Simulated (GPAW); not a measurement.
# Al (Fm-3m) in GPAW: a series of runs

The runs below take Al through equation of state, with mBEEF, PBEsol.

Program: GPAW 26.7.0. These are calculated values, not measurements. Logs are shortened: lines on timing, memory, paths and dates and some standing lists are left out, and cuts for length are marked. The log counts tension as positive stress, the text compression.

**Experimental background.**

From “The interpretation of polycrystalline coherent inelastic neutron scattering from aluminium”, 2013, pmc:3831299, for a bulk crystal of Al: bulk modulus 76.9 GPa.

How close the calculation comes is told below.

## (1) Starting point

Symmetry: Fm-3m, No. 225, cubic system. The conventional cell has a = 4.050 Å, b = 4.050 Å, c = 4.050 Å, α = 90.00°, β = 90.00°, γ = 90.00°. Around Al (site symmetry m-3m) lie 12 Al at 2.86 Å.

## (2) Equation of state, mBEEF

run.py

```python
from ase.eos import EquationOfState
from ase.io import Trajectory, read
from ase.units import GPa
from gpaw import GPAW, PW

atoms = read('Al.xyz')

traj = Trajectory('eos.traj', 'w')
volumes, energies = [], []
for x in [0.94, 0.96, 0.98, 1.0, 1.02, 1.04, 1.06]:
    a = atoms.copy()
    a.set_cell(atoms.cell * x**(1 / 3), scale_atoms=True)
    calc = GPAW(mode=PW(600),
                xc='mBEEF',
                kpts={'size': (11, 11, 11), 'gamma': True},
                occupations={'name': 'fermi-dirac', 'width': 0.05},
                nbands=7,
                convergence={'density': 1e-05, 'energy': 1e-05},
                maxiter=150,
                txt=f'eos-{x:.2f}.txt')
    a.calc = calc
    energies.append(a.get_potential_energy(force_consistent=True))
    volumes.append(a.get_volume())
    p = -a.get_stress()[:3].mean() / GPa
    calc.write(f'eos-{x:.2f}.gpw')
    traj.write(a)
    print(f'{x:.2f} {volumes[-1]:10.4f} A^3 {energies[-1]:14.6f} eV {p:9.3f} GPa', flush=True)

v0, e0, B = EquationOfState(volumes, energies, eos='birchmurnaghan').fit()
print(f'V0 = {v0:.4f} A^3, E0 = {e0:.6f} eV, B0 = {B / GPa:.2f} GPa')
```

Al.xyz

```xyz
1
Lattice="0.0000000000 2.0248050000 2.0248050000 2.0248050000 0.0000000000 2.0248050000 2.0248050000 2.0248050000 0.0000000000" Properties=species:S:1:pos:R:3 pbc="T T T"
Al     0.0000000000      0.0000000000      0.0000000000
```

Potentials or basis: GPAW PAW data sets (gpaw-data 1.2.1), pw.

Launch:

```bash
OMP_NUM_THREADS=1 python run.py
```

Log:

```text
__  _  _
 | _ |_)|_||  |
 |__||  | ||/\| - 26.7.0

Input parameters:
  mode=PW(ecut=600.0),
  convergence={'density': 1e-05, 'energy': 1e-05},
  kpts=MonkhorstPack(size=(11, 11, 11), gamma=True),
  maxiter=150,
  nbands=7,
  occupations=Occupations(name='fermi-dirac', width=0.05),
  xc=XC(name='mBEEF')

Diagonalizing LCAO Hamiltonian
Converting LCAO to pw mode

       Al

Atoms  # Å, Bohr magnetons
|   | symbol |        x |        y |        z |    initial magnetic moments |
|---|--------|----------|----------|----------|-----------------------------|
| 0 |     Al | 0.000000 | 0.000000 | 0.000000 | ( 0.0000,  0.0000,  0.0000) |

Unit cell  # Å
| periodic |        x |        y |        z |  lengths |    angles |
|----------|----------|----------|----------|----------|-----------|
|      yes | 0.000000 | 1.983471 | 1.983471 | 2.805051 | 60.000000 |
|      yes | 1.983471 | 0.000000 | 1.983471 | 2.805051 | 60.000000 |
|      yes | 1.983471 | 1.983471 | 0.000000 | 2.805051 | 60.000000 |

Number of symmetries: 48
Symmetry operations  # r_c * U_cc + t_c -> r_c
|    | kind |            matrix            |
|----|------|------------------------------|
|  0 |  σ   |  1, 0, 0,  1, 0,-1,  1,-1, 0 |
|  1 |  C2  |  1, 0, 0,  1,-1, 0,  1, 0,-1 |
|  2 |  E   |  1, 0, 0,  0, 1, 0,  0, 0, 1 |
|  3 |  σ   |  1, 0, 0,  0, 0, 1,  0, 1, 0 |
|  4 |  C4  |  1, 0,-1,  1, 0, 0,  1,-1, 0 |
|  5 |  S6  |  1, 0,-1,  1,-1, 0,  1, 0, 0 |
|  6 |  σ   |  1, 0,-1,  0, 1,-1,  0, 0,-1 |
|  7 |  C3  |  1, 0,-1,  0, 0,-1,  0, 1,-1 |
|  8 |  S6  |  1,-1, 0,  1, 0, 0,  1, 0,-1 |
|  9 |  C4  |  1,-1, 0,  1, 0,-1,  1, 0, 0 |
| 10 |  C3  |  1,-1, 0,  0,-1, 1,  0,-1, 0 |
| 11 |  σ   |  1,-1, 0,  0,-1, 0,  0,-1, 1 |
| 12 |  σ   |  0, 1, 0,  1, 0, 0,  0, 0, 1 |
| 13 |  C4  |  0, 1, 0,  0, 1,-1, -1, 1, 0 |
| 14 |  C3  |  0, 1, 0,  0, 0, 1,  1, 0, 0 |
| 15 |  S6  |  0, 1, 0, -1, 1, 0,  0, 1,-1 |
| 16 |  C2  |  0, 1,-1,  1, 0,-1,  0, 0,-1 |
| 17 |  σ   |  0, 1,-1,  0, 1, 0, -1, 1, 0 |
| 18 |  S4  |  0, 1,-1,  0, 0,-1,  1, 0,-1 |
| 19 |  C4  |  0, 1,-1, -1, 1, 0,  0, 1, 0 |
| 20 |  C3  |  0, 0, 1,  1, 0, 0,  0, 1, 0 |
| 21 |  σ   |  0, 0, 1,  0, 1, 0,  1, 0, 0 |
| 22 |  S6  |  0, 0, 1,  0,-1, 1, -1, 0, 1 |
| 23 |  C4  |  0, 0, 1, -1, 0, 1,  0,-1, 1 |
| 24 |  S4  |  0, 0,-1,  1, 0,-1,  0, 1,-1 |
| 25 |  C3  |  0, 0,-1,  0, 1,-1,  1, 0,-1 |
| 26 |  C2  |  0, 0,-1,  0,-1, 0, -1, 0, 0 |
| 27 |  S6  |  0, 0,-1, -1, 0, 0,  0,-1, 0 |
| 28 |  S4  |  0,-1, 1,  1,-1, 0,  0,-1, 0 |
| 29 |  C4  |  0,-1, 1,  0, 0, 1, -1, 0, 1 |
| 30 |  C2  |  0,-1, 1,  0,-1, 0,  1,-1, 0 |
| 31 |  σ   |  0,-1, 1, -1, 0, 1,  0, 0, 1 |
| 32 |  C3  |  0,-1, 0,  1,-1, 0,  0,-1, 1 |
| 33 |  S6  |  0,-1, 0,  0, 0,-1, -1, 0, 0 |
| 34 |  S4  |  0,-1, 0,  0,-1, 1,  1,-1, 0 |
| 35 |  C2  |  0,-1, 0, -1, 0, 0,  0, 0,-1 |
| 36 |  C2  | -1, 1, 0,  0, 1, 0,  0, 1,-1 |
| 37 |  S6  | -1, 1, 0,  0, 1,-1,  0, 1, 0 |
| 38 |  S4  | -1, 1, 0, -1, 0, 1, -1, 0, 0 |
| 39 |  C3  | -1, 1, 0, -1, 0, 0, -1, 0, 1 |
| 40 |  S6  | -1, 0, 1,  0, 0, 1,  0,-1, 1 |
| 41 |  C2  | -1, 0, 1,  0,-1, 1,  0, 0, 1 |
| 42 |  C3  | -1, 0, 1, -1, 1, 0, -1, 0, 0 |
| 43 |  S4  | -1, 0, 1, -1, 0, 0, -1, 1, 0 |
| 44 |  C2  | -1, 0, 0,  0, 0,-1,  0,-1, 0 |
| 45 |  i   | -1, 0, 0,  0,-1, 0,  0, 0,-1 |
| 46 |  σ   | -1, 0, 0, -1, 1, 0, -1, 0, 1 |
| 47 |  C2  | -1, 0, 0, -1, 0, 1, -1, 1, 0 |

BZ-sampling:
  Number of BZ points: 1331
  Number of IBZ points: 56

  Monkhorst-Pack size: [11, 11, 11]
  Monkhorst-Pack shift: [0, 0, 0]

K-points  # in reciprocal-cell coordinates
|     |                                coordinates |     weight |
|-----|--------------------------------------------|------------|
|   0 | (  0.00000000,   0.00000000,   0.00000000) | 0.00075131 |
|   1 | (  0.09090909,   0.09090909,   0.00000000) | 0.00450789 |
|   2 | (  0.09090909,   0.09090909,   0.09090909) | 0.00601052 |
|   3 | (  0.18181818,   0.09090909,   0.09090909) | 0.00901578 |
|   4 | (  0.18181818,   0.18181818,   0.00000000) | 0.00450789 |
|   5 | (  0.18181818,   0.18181818,   0.09090909) | 0.01803156 |
|   6 | (  0.18181818,   0.18181818,   0.18181818) | 0.00601052 |
|   7 | (  0.27272727,   0.18181818,   0.09090909) | 0.01803156 |
|   8 | (  0.27272727,   0.18181818,   0.18181818) | 0.01803156 |
|   9 | (  0.27272727,   0.27272727,   0.00000000) | 0.00450789 |
| ... |                                            |            |
|  55 | (  0.45454545,   0.45454545,   0.45454545) | 0.00601052 |

Plane wave coefficients: 534
Cutoff: 600.0 eV

Spin-components: 1 (collinear spins)
Bands:           7
Projectors:      5
Spin-degeneracy: 2
Datatype:        complex128

Parallelization:
  kpt:    1
  domain: 1
  band:   1

Density:
  Valence electrons: 3.0
  Components: 1
  Grid points: [16 16 16]
  Charge: 0.0  # |e|

Potential:
  Grid points: [16 16 16]

species:
  Al:
    name:    Aluminium
    Z:       13.0
    valence: 3
    core:    10
    charge:  0.0  # [|e|]
    compensation charges:
      type: gauss
      rc: 0.34  # [Å]
      lmax: 2
    cutoffs:
      filter: 1.91  # [Å]
      core: 2.36  # [Å]
    projectors
    | kind |    occ | energy [eV] | rcut [Å] |
    |------|--------|-------------|----------|
    |   3s |  2.000 |      -7.753 |    1.085 |
    |   3p |  1.000 |      -2.712 |    1.085 |
    |    s |        |      19.459 |    1.085 |
    |    p |        |      24.499 |    1.085 |
    |    d |        |       0.000 |    1.085 |

    Using partial waves for Al as LCAO basis

Reference energy: -6603.423265  # eV

eigensolver:
  PPCG
  Converge bands: occupied
  niter=2

density mixing:
  MSR1-Mixer
  Pratt-step length: 0.05
  Maximum mixing coefficient: 0.75
  Old densities: 10
  SVD Regularization: 0.005
  Good broyden scale: 1.0
  Trust region scale: 1.0
  Backstep threshold: 4.0
  History deletion threshold: 6.0
  Fourier metric: weight=20.0, sigma=0.015

occupation numbers:
  Fermi-Dirac:
    width: 0.0500  # eV

poisson solver:
  ecut: 4800.0  # eV

xc functional:
  name: mBEEF with 2 nearest neighbor stencil

convergence criteria:
- Maximum integral of absolute [dens]ity change: 1e-05 electrons / valence electron
- Maximum [total energy] change in last 3 cyles: 1e-05 eV / valence electron
- Maximum integral of absolute [eigenst]ate change: 4e-08 eV^2 / valence electron
maximum number of iterations: 150

SCF iterations
|iter     | |      energy | eigst |  dens |
|---------|-|-------------|-------|-------|
|iter:   1| |  -22.776467 | -0.22 |       |
|iter:   2| |  -22.116596 | -2.66 | -0.98 |
|iter:   3| |  -22.145148 | -2.59 | -0.99 |
|iter:   4| |  -22.133509 | -3.63 | -1.22 |
|iter:   5| |  -22.136046 | -3.67 | -1.52 |
|iter:   6| |  -22.136604 | -4.91 | -2.43 |
|iter:   7| |  -22.136754 | -4.66 | -2.83 |
|iter:   8| |  -22.136752 | -6.34 | -2.73 |
|iter:   9| |  -22.136752c| -6.67 | -3.50 |
|iter:  10| |  -22.136751c| -7.42c| -4.07 |
|iter:  11| |  -22.136750c| -7.73c| -3.95 |
|iter:  12| |  -22.136749c| -8.64c| -5.32c|

Converged in 12 steps
Energy contributions relative to reference atoms: (reference = -6603.423265)

Energy contributions:
  Kinetic:           3.977207
  Coulomb:          -1.665150
  Zero:             -0.015516
  External:          0.000000
  Xc:              -24.431258
  Entropy:          -0.004064
  Spinorbit:         0.000000
  ----------------------------
  Free energy:     -22.138781
  Extrapolated:    -22.136749

dipole moment: (-6.787650, -6.787650, -6.787650)  # |e|*Ang

Fermi level: 7.470
Eigenvalues  # (at kpt = [0.000, 0.000, 0.000])
| band index |      eig [eV] | occ [0-2] |
|------------|---------------|-----------|
|          0 |        -4.429 |     2.000 |
|          1 |        20.947 |     0.000 |
|          2 |        20.947 |     0.000 |
|          3 |        20.947 |     0.000 |
|          4 |        22.895 |     0.000 |
|          5 |        22.895 |     0.000 |
|          6 |        22.895 |     0.000 |

No gap
No difference between direct/indirect transitions

Stress tensor  # eV/Ang^3
|         x |         y |         z |
|-----------|-----------|-----------|
| -0.015448 |  0.000000 |  0.000000 |
|  0.000000 | -0.015448 | -0.000000 |
|  0.000000 | -0.000000 | -0.015448 |

# Writing to eos-0.94.gpw (mode='')
```

stdout:

```text
0.94    15.6066 A^3     -22.138781 eV     2.475 GPa
0.96    15.9386 A^3     -22.141968 eV     0.616 GPa
0.98    16.2707 A^3     -22.141495 eV    -1.074 GPa
1.00    16.6027 A^3     -22.137674 eV    -2.600 GPa
1.02    16.9348 A^3     -22.131004 eV    -3.964 GPa
1.04    17.2668 A^3     -22.121508 eV    -5.191 GPa
1.06    17.5989 A^3     -22.109651 eV    -6.286 GPa
V0 = 16.0581 A^3, E0 = -22.142190 eV, B0 = 82.03 GPa
```

eos-0.98.txt:

```text
SCF iterations
|iter     | |      energy | eigst |  dens |
|---------|-|-------------|-------|-------|
|iter:   1| |  -22.718690 | -0.22 |       |
|iter:   2| |  -22.131372 | -2.64 | -0.97 |
|iter:   3| |  -22.146669 | -2.75 | -0.98 |
|iter:   4| |  -22.138440 | -3.62 | -1.31 |
|iter:   5| |  -22.139314 | -3.91 | -1.62 |
|iter:   6| |  -22.139540 | -5.37 | -2.55 |
[... 32 lines left out ...]
|          4 |        21.855 |     0.000 |
|          5 |        21.855 |     0.000 |
|          6 |        21.855 |     0.000 |

No gap
No difference between direct/indirect transitions

Stress tensor  # eV/Ang^3
|         x |         y |         z |
|-----------|-----------|-----------|
|  0.006706 | -0.000000 | -0.000000 |
| -0.000000 |  0.006706 | -0.000000 |
| -0.000000 | -0.000000 |  0.006706 |

# Writing to eos-0.98.gpw (mode='')
```

Run time: 1.8 min. Hardware: 1 thread of Intel Xeon Platinum 8488C (Sapphire Rapids), shared host; peak memory 0.34 GiB.

Results:

```
Equilibrium volume : 16.06 Å³/atom (rough: see the caveat)
Bulk modulus       : 82 GPa (rough)
```

Energy against volume, from the lowest point:
```
volume (Å³/atom)  energy (meV/atom)
          15.607               3.19
          15.939               0.00
          16.271               0.47
          16.603               4.29
          16.935              10.96
          17.267              20.46
          17.599              32.32
```

Caveat: the points scatter about the fit; the PAW data sets were made with another functional, which shifts forces and pressure a little.

## (3) Equation of state, PBEsol

Edit run.py of step 2 so:

```diff
@@ -1,7 +1,15 @@
 from ase.eos import EquationOfState
-from ase.io import Trajectory, read
+from ase.io import Trajectory
+from ase.spacegroup import crystal
 from ase.units import GPa
-from gpaw import GPAW, PW
+from gpaw import GPAW, PW, setup_paths
 
-atoms = read('Al.xyz')
+setup_paths.insert(0, '.')
+
+# Al 4a
+atoms = crystal(['Al'],
+                basis=[[0.0, 0.0, 0.0]],
+                spacegroup=225, setting=1,  # Fm-3m
+                cellpar=[4.04961, 4.04961, 4.04961, 90.0, 90.0, 90.0],
+                primitive_cell=True)
 
@@ -13,3 +21,3 @@
     calc = GPAW(mode=PW(600),
-                xc='mBEEF',
+                xc='PBEsol',
                 kpts={'size': (11, 11, 11), 'gamma': True},
```

Potentials or basis: PAW data sets generated in the run's folder for this functional, pw.

Launch:

```bash
gpaw-setup -f PBEsol Al
OMP_NUM_THREADS=1 python run.py
```

Wall time 28 s (1 thread of Intel Xeon Platinum 8488C (Sapphire Rapids), shared host); peak memory 0.16 GiB.

Results (log left out):

* Equilibrium volume: 16.24 Å³/atom
* Bulk modulus: 84 GPa
* Pressure derivative of the bulk modulus: 4.5

Energy against volume, from the lowest point:
```tsv
volume (Å³/atom)	energy (meV/atom)
15.607	6.84
15.939	1.46
16.271	0.00
16.603	2.05
16.935	7.23
17.267	15.23
17.599	25.73
```

## (4) Comparison with measurements

Step 3. A measured bulk modulus of Al is 76.9 GPa (quoted in “The interpretation of polycrystalline coherent inelastic neutron scattering from aluminium”, 2013, pmc:3831299); the calculated 84 GPa misses it by +8.7 %. The fit is for a static lattice scaled at fixed shape and fixed fractional positions. The cell as given is a measured one (16.60 Å³/atom); PBEsol puts the equilibrium volume -2.2 % from it, thermal expansion not counted.
